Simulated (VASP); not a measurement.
## ZnO (zincite): the relaxed cell at several levels of theory

How much does the relaxed cell of ZnO (zincite) depend on the functional? The starting structure is a measured crystal structure from the Crystallography Open Database. The first relaxation on each setting starts from this cell expanded by 3 % in volume.

Main program and level: VASP 6.6.1; Kohn-Sham DFT with plane waves and PAW; PBEsol, LDA, PBE, PBEsol + D3(BJ), r2SCAN, r2SCAN + rVV10, optB86b-vdW and PBE + D3(BJ).

## (1) Starting point

The structure is hexagonal, space group P6_3mc (No. 186). The conventional cell has a = 3.249 Å, b = 3.249 Å, c = 5.206 Å, α = 90.00°, β = 90.00°, γ = 120.00°. Nearest to Zn lie 4 O at 1.97 to 1.98 Å. Nearest to O lie 4 Zn at 1.97 to 1.98 Å. Farther neighbours and most contacts between anions are not listed.

Coordinates:

```xyz
4
Lattice="3.2493 0.0000 0.0000 -1.6247 2.8140 0.0000 0.0000 0.0000 5.2057" Properties=species:S:1:pos:R:3 pbc="T T T"
Zn    1.6247    0.9380    0.0000
Zn    0.0000    1.8760    2.6029
O     0.0000    1.8760    4.5759
O     1.6247    0.9380    1.9730
```

## (2) Relaxation with PBEsol

PBEsol restores the gradient expansion of exchange and is tuned for the cells of solids. This run starts from the cell of an earlier relaxation, which isn't shown; the restart sets up the plane waves anew.

File INCAR:

```
SYSTEM = ZnO
PREC = Accurate
ENCUT = 520
EDIFF = 1E-06
NELM = 100
ISMEAR = 0
SIGMA = 0.03
LREAL = .FALSE.
ALGO = Normal
GGA = PS
NBANDS = 24
LORBIT = 11
LWAVE = .FALSE.
LCHARG = .FALSE.
KPAR = 8
IBRION = 2
NSW = 50
ISIF = 3
EDIFFG = -0.006
```

File POSCAR:

```
ZnO
1.0
    3.2390860630      0.0000000000      0.0000000000
   -1.6195430316      2.8051308156      0.0000000000
    0.0000000000      0.0000000000      5.2233232250
Zn O
2 2
Direct
    0.6666666667      0.3333333333      0.9998456408
    0.3333333333      0.6666666667      0.4998456408
    0.3333333333      0.6666666667      0.8791643592
    0.6666666667      0.3333333333      0.3791643592
```

File KPOINTS:

```
Automatic mesh
0
Gamma
8 8 4
0 0 0
```

The projector-augmented-wave data sets are Zn and O (PBE family, release 64).

On the command line:

```console
$ mpirun -np 8 vasp_std
```

Log:

```text
[banner, memory and clock lines left out]
running    8 mpi-ranks, on    1 nodes
 distrk:  each k-point on    1 cores,    8 groups
 distr:  one band on    1 cores,    1 groups

 POSCAR found type information on POSCAR ZnO
 POSCAR found :  2 types and       4 ions
|                                                                             |
|           W    W    AA    RRRRR   N    N  II  N    N   GGGG   !!!           |
|           W    W   A  A   R    R  NN   N  II  NN   N  G    G  !!!           |
|           W    W  A    A  R    R  N N  N  II  N N  N  G       !!!           |
|           W WW W  AAAAAA  RRRRR   N  N N  II  N  N N  G  GGG   !            |
|           WW  WW  A    A  R   R   N   NN  II  N   NN  G    G                |
|           W    W  A    A  R    R  N    N  II  N    N   GGGG   !!!           |
|                                                                             |
|     For optimal performance we recommend to set                             |
|       NCORE = 2 up to number-of-cores-per-socket                            |
|     NCORE specifies how many cores store one orbital (NPAR=cpu/NCORE).      |
|     This setting can greatly improve the performance of VASP for DFT.       |
|     The default, NCORE=1 might be grossly inefficient on modern             |
|     multi-core architectures or massively parallel machines. Do your        |
|     Unfortunately you need to use the default for GW and RPA                |
|     calculations (for HF NCORE is supported but not extensively tested      |
|     yet).                                                                   |
|                                                                             |

|                                                                             |
|               ----> ADVICE to this user running VASP <----                  |
|                                                                             |
|     You enforced a specific xc type in the INCAR file but a different       |
|     [... a line on the potential file left out ...]
|     I HOPE YOU KNOW WHAT YOU ARE DOING!                                     |
|                                                                             |

 LDA part: xc-table for (Slater+PW92), standard interpolation
 POSCAR, INCAR and KPOINTS ok, starting setup
 FFT: planning ... GRIDC
 FFT: planning ... GRID_SOFT
 FFT: planning ... GRID
 WAVECAR not read
 entering main loop
       N       E                     dE             d eps       ncg     rms          rms(c)
DAV:   1     0.277796646442E+03    0.27780E+03   -0.18751E+04  1464   0.218E+03
DAV:   2     0.464765761747E+01   -0.27315E+03   -0.25955E+03  1568   0.424E+02
DAV:   3    -0.218134015178E+02   -0.26461E+02   -0.26249E+02  1720   0.138E+02
DAV:   4    -0.222090305372E+02   -0.39563E+00   -0.39549E+00  1584   0.179E+01
DAV:   5    -0.222114553045E+02   -0.24248E-02   -0.24247E-02  1728   0.133E+00    0.141E+01
DAV:   6    -0.193102946359E+02    0.29012E+01   -0.77744E+00  2528   0.654E+01    0.911E+00
DAV:   7    -0.194511697167E+02   -0.14088E+00   -0.23544E+00  1512   0.169E+01    0.538E+00
DAV:   8    -0.194536593711E+02   -0.24897E-02   -0.58182E-01  2024   0.734E+00    0.161E+00
DAV:   9    -0.194054055088E+02    0.48254E-01   -0.10924E-01  2168   0.640E+00    0.355E-01
DAV:  10    -0.194073542414E+02   -0.19487E-02   -0.40535E-02  1472   0.144E+00    0.122E-01
DAV:  11    -0.194073132202E+02    0.41021E-04   -0.89733E-04  1880   0.323E-01    0.276E-02
DAV:  12    -0.194073420485E+02   -0.28828E-04   -0.43222E-05  1808   0.918E-02    0.246E-02
DAV:  13    -0.194073374573E+02    0.45911E-05   -0.12461E-05  2016   0.676E-02    0.921E-03
DAV:  14    -0.194073367434E+02    0.71391E-06   -0.57549E-06  1544   0.262E-02
   1 F= -.19407337E+02 E0= -.19407337E+02  d E =-.194073E+02
 curvature:   0.00 expect dE= 0.000E+00 dE for cont linesearch  0.000E+00
 trial: gam= 0.00000 g(F)=  0.319E-05 g(S)=  0.205E-04 ort = 0.000E+00 (trialstep = 0.100E+01)
 search vector abs. value=  0.237E-04
 bond charge predicted
       N       E                     dE             d eps       ncg     rms          rms(c)
DAV:   1    -0.194075873678E+02   -0.24991E-03   -0.43174E-03  1744   0.113E+00    0.117E-01
DAV:   2    -0.194073693859E+02    0.21798E-03   -0.90424E-04  1752   0.590E-01    0.431E-02
DAV:   3    -0.194073485690E+02    0.20817E-04   -0.18296E-05  2032   0.954E-02    0.242E-02
DAV:   4    -0.194073403448E+02    0.82242E-05   -0.11693E-05  2144   0.466E-02    0.332E-03
DAV:   5    -0.194073402989E+02    0.45945E-07   -0.20836E-06   976   0.155E-02
   2 F= -.19407340E+02 E0= -.19407340E+02  d E =-.355544E-05
 trial-energy change:   -0.000004  1 .order   -0.000011   -0.000024    0.000002
 step:   0.4929(harm=  0.9347)  dis= 0.00010  next Energy=   -19.407342 (dE=-0.495E-05)
 reached required accuracy - stopping structural energy minimisation
```

Elapsed: 4.8 s, on 8 MPI ranks of Intel Xeon Platinum 8559C (Emerald Rapids), shared host; peak memory 1.4 GiB; 32 s of CPU time.

Lines that name or quote the potential files are left out of all logs, and their timing lines are given in words.

From OUTCAR (step 2):

```text
ion  position               nearest neighbor table
   1  0.667  0.333  1.000-   3 1.97   3 1.97   3 1.97   4 1.98
   2  0.333  0.667  0.500-   4 1.97   4 1.97   4 1.97   3 1.98
   3  0.333  0.667  0.879-   1 1.97   1 1.97   1 1.97   2 1.98
   4  0.667  0.333  0.379-   2 1.97   2 1.97   2 1.97   1 1.98

  LATTYP: Found a hexagonal cell.
 ALAT       =     3.2390860630
 C/A-ratio  =     1.6125916766

 Subroutine GETGRP returns: Found 12 space group operations
 (whereof  6 operations were pure point group operations)

The static configuration has the point symmetry C_3v.
 The point group associated with its full space group is C_6v.

 Found     30 irreducible k-points:

   k-points           NKPTS =     30   k-points in BZ     NKDIM =     30   number of bands    NBANDS=     24

   dimension x,y,z NGX =    24 NGY =   24 NGZ =   40
   dimension x,y,z NGXF=    48 NGYF=   48 NGZF=   80

   ENCUT  =  520.0 eV  38.22 Ry    6.18 a.u.   6.02  6.02  9.71*2*pi/ulx,y,z

   NELECT =      36.0000    total number of electrons

 k-points in reciprocal lattice and weights: Automatic mesh
   0.00000000  0.00000000  0.00000000       0.004
   0.12500000 -0.00000000  0.00000000       0.023
   0.25000000 -0.00000000  0.00000000       0.023
   0.37500000 -0.00000000  0.00000000       0.023
   0.50000000 -0.00000000  0.00000000       0.012
   0.12500000  0.12500000  0.00000000       0.023
   0.25000000  0.12500000  0.00000000       0.047
   0.37500000  0.12500000  0.00000000       0.047
   0.25000000  0.25000000  0.00000000       0.023
[...]
0.25000000  0.25000000  0.50000000       0.023
   0.37500000  0.25000000  0.50000000       0.023

 average (electrostatic) potential at core
       1 -35.6234       2 -35.6234       3 -73.1701       4 -73.1701

 E-fermi :   1.2142

 k-point     1 :       0.0000    0.0000    0.0000
  band No.  band energies     occupation
    ...
     14       0.2833      2.00000
     15       0.2833      2.00000
     16       0.9959      2.00000
     17       1.0880      2.00000
     18       1.0880      2.00000
     19       1.7682      0.00000
     20       6.2135      0.00000
     21       9.1711      0.00000
     22      13.8773      0.00000
     23      13.8773      0.00000
    ...

 k-point     2 :       0.1250   -0.0000    0.0000
  band No.  band energies     occupation
    ...
     14      -0.2797      2.00000
     15       0.0750      2.00000
     16       0.2645      2.00000
     17       0.8909      2.00000
     18       0.9755      2.00000
     19       2.8027      0.00000
     20       6.8469      0.00000
     21       9.1573      0.00000
     22      12.4515      0.00000
     23      14.0278      0.00000
    ...

 k-point     3 :       0.2500   -0.0000    0.0000
  band No.  band energies     occupation
    ...
     14      -1.4385      2.00000
     15      -0.6427      2.00000
     16      -0.4290      2.00000
     17       0.5659      2.00000
     18       0.6868      2.00000
     19       4.2590      0.00000
     20       8.0537      0.00000
     21       9.0822      0.00000
     22      10.6031      0.00000
     23      12.5952      0.00000
    ...

  Total        0.0052041      0.0052041      0.0173121     -0.0000000      0.0000000      0.0000000
  in kB        0.1758205      0.1758205      0.5848907     -0.0000000      0.0000000      0.0000000
  external PRESSURE =       0.3121772 kB  Pullay stress =       0.0000000 kB

  energy-cutoff  :      520.00
  volume of cell :       47.42
      direct lattice vectors                 reciprocal lattice vectors
     3.237961597  0.000000000  0.000000000     0.308836276  0.178306707  0.000000000
    -1.618980799  2.804157000 -0.000000000    -0.000000000  0.356613414  0.000000000
    -0.000000000 -0.000000000  5.222901545    -0.000000000  0.000000000  0.191464455

 POSITION                                       TOTAL-FORCE (eV/Angst)
 -----------------------------------------------------------------------------------
      1.61898      0.93472      5.22229        -0.000000     -0.000000      0.004273
     -0.00000      1.86944      2.61084        -0.000000     -0.000000      0.004273
     -0.00000      1.86944      4.59159         0.000000      0.000000     -0.004273
      1.61898      0.93472      1.98014         0.000000      0.000000     -0.004273
 -----------------------------------------------------------------------------------
    total drift:                                0.000000      0.000000     -0.000717

  FREE ENERGIE OF THE ION-ELECTRON SYSTEM (eV)
  ---------------------------------------------------
  free  energy   TOTEN  =       -19.4073402989 eV

  energy  without entropy=      -19.4073402989  energy(sigma->0) =      -19.40734030

 reached required accuracy - stopping structural energy minimisation

 total charge
# of ion       s       p       d       tot
------------------------------------------
    1        0.464   0.498   9.904  10.866
    2        0.464   0.498   9.904  10.866
    3        1.544   3.439   0.000   4.984
    4        1.544   3.439   0.000   4.984
--------------------------------------------------
tot          4.016   7.875  19.808  31.699

[... 3 further parts left out ...]
```

CONTCAR:

```
ZnO
   1.00000000000000
     3.2379615974987606    0.0000000000000401    0.0000000000000000
    -1.6189807988493110    2.8041569999102300   -0.0000000000000000
    -0.0000000000000000   -0.0000000000000000    5.2229015454785310
  Zn              O
     2     2
Direct
     0.6666666667000030    0.3333333332999970    0.9998832156960894
     0.3333333332999970    0.6666666667000030    0.4998832156960894
     0.3333333332999970    0.6666666667000030    0.8791267843039045
     0.6666666667000030    0.3333333332999970    0.3791267843039045
```

The PAW data sets were made with PBE, which is usual practice but a small mismatch for other functionals. The run keeps the 12 symmetry operations of its start, so it cannot find a distortion of lower symmetry.

With PBEsol the relaxed cell holds 11.856 Å³ an atom, -0.37 % against the measured cell, with a = 3.238 Å and c = 5.223 Å.

## (3) Relaxation with LDA

LDA, the lowest rung, knows the local density alone. This run starts from the cell of an earlier relaxation, which isn't shown; the restart sets up the plane waves anew.

Edit INCAR of step 2 so:

```diff
@@ -9,3 +9,3 @@
 ALGO = Normal
-GGA = PS
+GGA = CA
 NBANDS = 24
```

File POSCAR:

```
ZnO
1.0
    3.1955672384      0.0000000000      0.0000000000
   -1.5977836193      2.7674424080      0.0000000000
    0.0000000000      0.0000000000      5.1661877720
Zn O
2 2
Direct
    0.6666666667      0.3333333333      0.0002629634
    0.3333333333      0.6666666667      0.5002629634
    0.3333333333      0.6666666667      0.8787470366
    0.6666666667      0.3333333333      0.3787470366
```

KPOINTS is that of step 2.

PAW data sets: Zn and O (LDA family, release 64).

On the command line:

```console
$ mpirun -np 8 vasp_std
```

Log:

```text
[banner, memory and clock lines left out]
running    8 mpi-ranks, on    1 nodes
[...]
[... a notice as in an earlier step ...]

 LDA part: xc-table for (Slater(with rela. corr.)+CA(PZ))
 , standard interpolation
 POSCAR, INCAR and KPOINTS ok, starting setup
[...]
entering main loop
       N       E                     dE             d eps       ncg     rms          rms(c)
DAV:   1     0.281252685126E+03    0.28125E+03   -0.18874E+04  1448   0.223E+03
DAV:   2     0.364214973867E+01   -0.27761E+03   -0.26400E+03  1552   0.428E+02
DAV:   3    -0.237858672245E+02   -0.27428E+02   -0.27210E+02  1624   0.141E+02
DAV:   4    -0.242300123710E+02   -0.44415E+00   -0.44384E+00  1656   0.188E+01
[...]
DAV:  13    -0.211580786501E+02   -0.17373E-05   -0.67382E-06  1784   0.783E-02    0.122E-02
DAV:  14    -0.211580765284E+02    0.21217E-05   -0.35767E-06  1528   0.195E-02    0.375E-03
DAV:  15    -0.211580763826E+02    0.14574E-06   -0.10901E-06   856   0.853E-03
   1 F= -.21158076E+02 E0= -.21158076E+02  d E =-.211581E+02
[...]
reached required accuracy - stopping structural energy minimisation
```

Elapsed: 3.4 s, on 8 MPI ranks; peak memory 1.3 GiB; 20 s of CPU time.

OUTCAR, selected parts (step 3):

```text
  Total        0.0064031      0.0064031     -0.0076247     -0.0000000     -0.0000000      0.0000000
  in kB        0.2245455      0.2245455     -0.2673847     -0.0000000     -0.0000000      0.0000000
  external PRESSURE =       0.0605688 kB  Pullay stress =       0.0000000 kB

 POSITION                                       TOTAL-FORCE (eV/Angst)
 -----------------------------------------------------------------------------------
      1.59778      0.92248      0.00136         0.000000      0.000000      0.002577
     -0.00000      1.84496      2.58445        -0.000000      0.000000      0.002577
     -0.00000      1.84496      4.53977         0.000000     -0.000000     -0.002577
      1.59778      0.92248      1.95668        -0.000000      0.000000     -0.002577
 -----------------------------------------------------------------------------------
    total drift:                                0.000001      0.000001     -0.000301

  FREE ENERGIE OF THE ION-ELECTRON SYSTEM (eV)
  ---------------------------------------------------
  free  energy   TOTEN  =       -21.1580763826 eV

  energy  without entropy=      -21.1580763826  energy(sigma->0) =      -21.15807638

[... 2 parts as in an earlier step ...]

[... 2 further parts left out ...]
[key lines of the parts left out:]
E-fermi :   1.4193
```

With LDA the relaxed cell holds 11.422 Å³ an atom, -4.01 % against the measured cell, with a = 3.196 Å and c = 5.166 Å. That is -3.66 % from PBEsol.

## (4) Relaxation with PBE

PBE, the usual starting point, adds the gradient of the density.

Edit INCAR of step 3 so:

```diff
@@ -9,3 +9,3 @@
 ALGO = Normal
-GGA = CA
+GGA = PE
 NBANDS = 24
```

File POSCAR:

```
ZnO
1.0
    3.2814814587      0.0000000000      0.0000000000
   -1.6407407294      2.8418463053      0.0000000000
    0.0000000000      0.0000000000      5.2572540255
Zn O
2 2
Direct
    0.6666666667      0.3333333333      0.0000000000
    0.3333333333      0.6666666667      0.5000000000
    0.3333333333      0.6666666667      0.8790100000
    0.6666666667      0.3333333333      0.3790100000
```

KPOINTS is that of step 3.

The projector-augmented-wave data sets are Zn and O (PBE family, release 64).

On the command line:

```console
$ mpirun -np 8 vasp_std
```

Log:

```text
[banner, memory and clock lines left out]
running    8 mpi-ranks, on    1 nodes
[...]
[... a notice as in an earlier step ...]

 LDA part: xc-table for (Slater+PW92), standard interpolation
 POSCAR, INCAR and KPOINTS ok, starting setup
[...]
entering main loop
       N       E                     dE             d eps       ncg     rms          rms(c)
DAV:   1     0.278517389114E+03    0.27852E+03   -0.18397E+04  1456   0.217E+03
DAV:   2     0.549941721905E+01   -0.27302E+03   -0.25914E+03  1592   0.418E+02
DAV:   3    -0.207011500596E+02   -0.26201E+02   -0.26018E+02  1664   0.136E+02
DAV:   4    -0.210977920605E+02   -0.39664E+00   -0.39643E+00  1616   0.180E+01
[...]
DAV:  13    -0.178527123644E+02   -0.95901E-05   -0.22968E-05  1768   0.106E-01    0.222E-02
DAV:  14    -0.178527052834E+02    0.70810E-05   -0.17056E-05  1904   0.460E-02    0.344E-03
DAV:  15    -0.178527051987E+02    0.84678E-07   -0.43145E-06  1504   0.177E-02
   1 F= -.17852705E+02 E0= -.17852705E+02  d E =-.178527E+02
[... from here on, the cycles between the ionic steps are left out ...]
   2 F= -.17856298E+02 E0= -.17856298E+02  d E =-.359304E-02
   3 F= -.17857165E+02 E0= -.17857165E+02  d E =-.445946E-02
   4 F= -.17857161E+02 E0= -.17857161E+02  d E =-.445626E-02
   5 F= -.17857233E+02 E0= -.17857233E+02  d E =-.711157E-04
   6 F= -.17857234E+02 E0= -.17857234E+02  d E =-.729515E-04
   7 F= -.17857264E+02 E0= -.17857264E+02  d E =-.293205E-04
   8 F= -.17857287E+02 E0= -.17857287E+02  d E =-.525479E-04
   9 F= -.17857290E+02 E0= -.17857290E+02  d E =-.560028E-04
  10 F= -.17857297E+02 E0= -.17857297E+02  d E =-.690913E-05
 trial-energy change:   -0.000007  1 .order   -0.000012   -0.000025    0.000002
 step:   0.8548(harm=  1.1064)  dis= 0.00051  next Energy=   -17.857298 (dE=-0.733E-05)
 reached required accuracy - stopping structural energy minimisation
```

The job ended after 16 s (8 MPI ranks; peak memory 1.6 GiB; 2 min of CPU time).

OUTCAR, selected parts (step 4):

```text
  Total       -0.0036769     -0.0036769     -0.0071669      0.0000000      0.0000000      0.0000000
  in kB       -0.1186482     -0.1186482     -0.2312644      0.0000000      0.0000000      0.0000000
  external PRESSURE =      -0.1561869 kB  Pullay stress =       0.0000000 kB

 POSITION                                       TOTAL-FORCE (eV/Angst)
 -----------------------------------------------------------------------------------
      1.64346      0.94885      0.00019        -0.000000      0.000000     -0.001573
     -0.00000      1.89770      2.65354         0.000000     -0.000000     -0.001573
     -0.00000      1.89770      4.66446         0.000000     -0.000000      0.001573
      1.64346      0.94885      2.01110         0.000000      0.000000      0.001573
 -----------------------------------------------------------------------------------
    total drift:                               -0.000001     -0.000001     -0.000972

  FREE ENERGIE OF THE ION-ELECTRON SYSTEM (eV)
  ---------------------------------------------------
  free  energy   TOTEN  =       -17.8572973243 eV

  energy  without entropy=      -17.8572973243  energy(sigma->0) =      -17.85729732

[... 2 parts as in an earlier step ...]

[... 2 further parts left out ...]
[key lines of the parts left out:]
E-fermi :   1.0057
```

Logs of long relaxations may skip ionic steps without a mark.

With PBE the relaxed cell holds 12.413 Å³ an atom, +4.31 % against the measured cell, with a = 3.287 Å and c = 5.307 Å. That is +4.70 % from PBEsol.

(Continued in part 2 of 2.)

[Lines on the potential files, build, host, timing and source positions are cut from VASP's logs without a mark.]

[Logs are printed without paths, hosts, clocks, repeated set-up lines and the standing remarks that a program may print on its own settings, such as how far it seeks lower states.]

[Hosts, paths, dates, database ids (printed as entryN), source tags and the programs' standing remarks are cut or masked in the printed files.]
